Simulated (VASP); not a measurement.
Level of theory: LDA (Ceperley-Alder, Perdew-Zunger), VASP's LDA PAW potentials (set 64) (plane waves; VASP).

Input for VASP

INCAR:
```
ALGO = Normal
EDIFF = 1E-6
EDIFFG = -0.02
ENCUT = 500
IBRION = 2
ISIF = 3
ISMEAR = 0
LASPH = .True.
LCHARG = .False.
LMAXMIX = 4
LREAL = .False.
LWAVE = .False.
NELM = 100
NSW = 40
PREC = Accurate
PSTRESS = 100
SIGMA = 0.05
SYSTEM = CsCl
```

POSCAR:
```
CsCl
1.0
  3.6890906589   0.0000000000   0.0000000000
  0.0000000000   3.6890906589   0.0000000000
  0.0000000000   0.0000000000   3.6890906589
Cs Cl
1 1
Cartesian
  0.0000000000   0.0000000000   0.0000000000
  1.8445453295   1.8445453295   1.8445453295
```

KPOINTS:
```
Automatic mesh
0
Gamma
7 7 7
0 0 0
```

POTCAR, in this order: Cs_sv Cl (LDA.64 set). Program: vasp_std.

The run wrote:

**OUTCAR**
```
 ion  position               nearest neighbor table
   1  0.000  0.000  0.000-
   2  0.500  0.500  0.500-
  LATTYP: Found a simple cubic cell.
 ALAT       =     3.6890906589
 Subroutine PRICEL returns:
 Original cell was already a primitive cell.
 Subroutine GETGRP returns: Found 48 space group operations
The static configuration has the point symmetry O_h .
The dynamic configuration has the point symmetry O_h .
 Subroutine INISYM returns: Found 48 space group operations
 Subroutine IBZKPT returns following result:
 Found     20 irreducible k-points:

 Following reciprocal coordinates:
            Coordinates               Weight
  0.000000  0.000000  0.000000      1.000000
  0.142857  0.000000  0.000000      6.000000
  0.285714  0.000000  0.000000      6.000000
  0.428571  0.000000  0.000000      6.000000
  0.142857  0.142857  0.000000     12.000000
  0.285714  0.142857  0.000000     24.000000
  0.428571  0.142857  0.000000     24.000000
  0.285714  0.285714  0.000000     12.000000
  0.428571  0.285714  0.000000     24.000000
...
```

### OSZICAR
```
       N       E                     dE             d eps       ncg     rms          rms(c)
DAV:   1     0.918704165704E+02    0.91870E+02   -0.74193E+03   480   0.118E+03
DAV:   2    -0.186346363817E+01   -0.93734E+02   -0.88056E+02   716   0.195E+02
DAV:   3    -0.727179674738E+01   -0.54083E+01   -0.53648E+01   608   0.521E+01
DAV:   4    -0.732567356427E+01   -0.53877E-01   -0.53857E-01   568   0.604E+00
DAV:   5    -0.732636678371E+01   -0.69322E-03   -0.69300E-03   608   0.680E-01    0.316E+00
DAV:   6    -0.703269391139E+01    0.29367E+00   -0.52949E-01   544   0.510E+00    0.205E+00
DAV:   7    -0.699686285534E+01    0.35831E-01   -0.15437E-01   612   0.260E+00    0.109E+00
DAV:   8    -0.699318628519E+01    0.36766E-02   -0.11969E-02   580   0.838E-01    0.101E-01
DAV:   9    -0.699283684056E+01    0.34944E-03   -0.60398E-04   632   0.186E-01    0.671E-02
DAV:  10    -0.699282526509E+01    0.11575E-04   -0.88568E-05   580   0.738E-02    0.204E-02
DAV:  11    -0.699282586874E+01   -0.60365E-06   -0.10602E-05   560   0.235E-02    0.479E-03
DAV:  12    -0.699282522962E+01    0.63911E-06   -0.26827E-06   532   0.124E-02
   1 F= -.38591975E+01 E0= -.38591975E+01  d E =-.385920E+01
```

**OUTCAR**
```
------------------------ aborting loop because EDIFF is reached ----------------------------------------
  FORCE on cell =-STRESS in cart. coord.  units (eV):
  Direction    XX          YY          ZZ          XY          YZ          ZX
  --------------------------------------------------------------------------------------
  Total        3.1235325      3.1235325      3.1235325     -0.0000000      0.0000000     -0.0000000
  in kB       99.6778416     99.6778416     99.6778416     -0.0000000      0.0000000     -0.0000000
  external PRESSURE =      -0.3221584 kB  Pullay stress =     100.0000000 kB
  volume of cell :       50.21
      direct lattice vectors                 reciprocal lattice vectors
     3.689090659  0.000000000  0.000000000     0.271069511  0.000000000  0.000000000
     0.000000000  3.689090659  0.000000000     0.000000000  0.271069511  0.000000000
     0.000000000  0.000000000  3.689090659     0.000000000  0.000000000  0.271069511
 POSITION                                       TOTAL-FORCE (eV/Angst)
 -----------------------------------------------------------------------------------
      0.00000      0.00000      0.00000         0.000000      0.000000      0.000000
      1.84455      1.84455      1.84455         0.000000      0.000000      0.000000
 -----------------------------------------------------------------------------------
    total drift:                                0.000000      0.000000      0.000000
  FREE ENERGIE OF THE ION-ELECTRON SYSTEM (eV)
  ---------------------------------------------------
  free  energy   TOTEN  =        -6.9928252296 eV

  energy  without entropy=       -6.9928252296  energy(sigma->0) =       -6.99282523
  enthalpy is  TOTEN    =        -3.8591974985 eV   P V=        3.1336277311

 reached required accuracy - stopping structural energy minimisation
```
(Selected blocks of OUTCAR.)

The compound is CsCl in the CsCl type structure. It was relaxed first under an external pressure of 10 GPa.
